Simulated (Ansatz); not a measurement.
# Ni: a sweep of the smearing

An exercise on one series of results from a longer session: the logs are not shown, and one member is left open.

Method: DFT, PBE, all-electron LAPW, scalar-relativistic, in Ansatz 0.2.0.

1 further run of the same task is left out (set aside as unsound or not needed).

**The starting structure**

Symmetry: Im-3m, No. 229, cubic system. The conventional cell has a = 2.802 Å, b = 2.802 Å, c = 2.802 Å, α = 90.00°, β = 90.00°, γ = 90.00°. Around Ni (site symmetry m-3m) lie 8 Ni at 2.43 Å.

Coordinates:

```
CELL_PARAMETERS angstrom
-1.40092 1.40092 1.40092
1.40092 -1.40092 1.40092
1.40092 1.40092 -1.40092
ATOMIC_POSITIONS crystal
Ni 0.00000 0.00000 0.00000
```

The cell was relaxed by PAW from a hypothetical start (bcc type); it needn't be the stable phase of this composition.

Set-up of the first run:

Input file input.yaml:

```yaml
crystal:
  lattice:
    - [-1.4009198426, 1.4009198426, 1.4009198426]
    - [1.4009198426, -1.4009198426, 1.4009198426]
    - [1.4009198426, 1.4009198426, -1.4009198426]
  atoms:
    - { symbol: Ni, position: [0.0, 0.0, 0.0], spin: 1.5 }
magnetization:
  spin_polarized: true
kpoints:
  mp_grid: { grid: [18, 18, 18] }
scf:
  occupations: { method: cold, width: 0.15 }
hamiltonian:
  xc: pbe
  pseudopotentials: { kind: all_electron, lapw: { basis_error: 0.0005 } }
output:
  forces: true
  stress: true
  eigenvalues: true
```

Steps of the session up to this table: With cold smearing of 0.15 eV; With Fermi–Dirac smearing of 0.01 eV; With Gaussian smearing of 0.2 eV; With Fermi–Dirac smearing of 0.15 eV; With tetrahedron filling.

One of the session's tables, all rows but one given; the rest of the session is left out.

| smearing | energy from the first row (meV/atom) | moment Ni (μB) |
| --- | --- | --- |
| cold smearing of 0.15 eV | 0.00 | 0.62 |
| Fermi–Dirac smearing of 0.01 eV | 0.74 | 0.59 |
| Gaussian smearing of 0.2 eV | ? | ? |
| Fermi–Dirac smearing of 0.15 eV | 3.20 | 0.51 |
| tetrahedron filling | 0.09 | 0.57 |

Q: Estimate the row for Gaussian smearing of 0.2 eV from the others.

The run gave: energy from the first row (meV/atom): 1.45; moment Ni (μB): 0.59. In the column «energy from the first row (meV/atom)» it lies between Fermi–Dirac smearing of 0.01 eV (0.74) and Fermi–Dirac smearing of 0.15 eV (3.20).

Energies are those extrapolated to zero smearing.

Caveats from the session: Warnings in the runs' records: stability check not made, tetrahedron derivatives may miss energy slope, band table not solved further.
